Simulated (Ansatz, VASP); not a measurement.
# BeTe: VASP beside Ansatz

Contents of INCAR:

```
SYSTEM = BeTe
ALGO = Normal ; EDIFF = 1E-6
ENCUT = 520 ; ISIF = 2
ISMEAR = 0 ; LASPH = .TRUE.
LCHARG = .FALSE. ; LREAL = .FALSE.
LWAVE = .FALSE. ; NBANDS = 11
NELM = 100 ; PREC = Accurate
SIGMA = 0.05
```

KPOINTS

```
k-points
0
G
  8 8 8
  0 0 0
```

Contents of POSCAR:

```
BeTe
1.0
    0.0000000000      2.9916000000      2.8808000000
    2.9916000000      0.0000000000      2.8808000000
    2.9916000000      2.9916000000      0.0000000000
Be Te
1 1
Direct
    0.0000000000      0.0000000000      0.0000000000
    0.7500000000      0.7500000000      0.7500000000
```

Input for Ansatz:

```yaml
crystal:
  lattice:
    - [0.0, 2.9916, 2.8808]
    - [2.9916, 0.0, 2.8808]
    - [2.9916, 2.9916, 0.0]
  atoms:
    - { symbol: Be, position: [0.0, 0.0, 0.0] }
    - { symbol: Te, position: [0.75, 0.75, 0.75] }
basis:
  ecutwfc: 420
kpoints:
  mp_grid: { grid: [8, 8, 8] }
hamiltonian:
  xc: lda
scf:
  occupations: { method: gaussian, width: 0.05 }
output:
  forces: true
  stress: true
  eigenvalues: true
```

Change from the starting cell: strain +0.080 along x and y, +0.040 along z, atoms carried along.

Alike in both runs: task single point; functional LDA; k mesh 8 × 8 × 8; occupations gaussian, width 0.05 eV; no spin polarisation.

|  | VASP | Ansatz |
| --- | --- | --- |
| version | VASP 6.6.1 | Ansatz 0.2.0 |
| potentials or method | VASP PAW LDA potentials, release 64 (Be, Te) | scalar-relativistic, plane waves, PAW |
| plane-wave cutoff (eV) | 520 | 420 |
| valence electrons in the cell | 8 | 18 |

```tsv
	VASP	Ansatz	Ansatz less VASP
gap on the k mesh at the Fermi level (eV)	1.92	1.94	+0.013
least direct gap on the mesh (eV)	2.63	2.60	-0.028
pressure (GPa)	-8.0	-8.1	-0.13
largest component of the traceless stress (GPa)	1.29	1.29	+0.001
```

The two sets of potentials don't hold the same shells in valence.

Caveats: spin-orbit coupling is left out, which moves the levels of the heavy elements. A k mesh can miss the band edges.
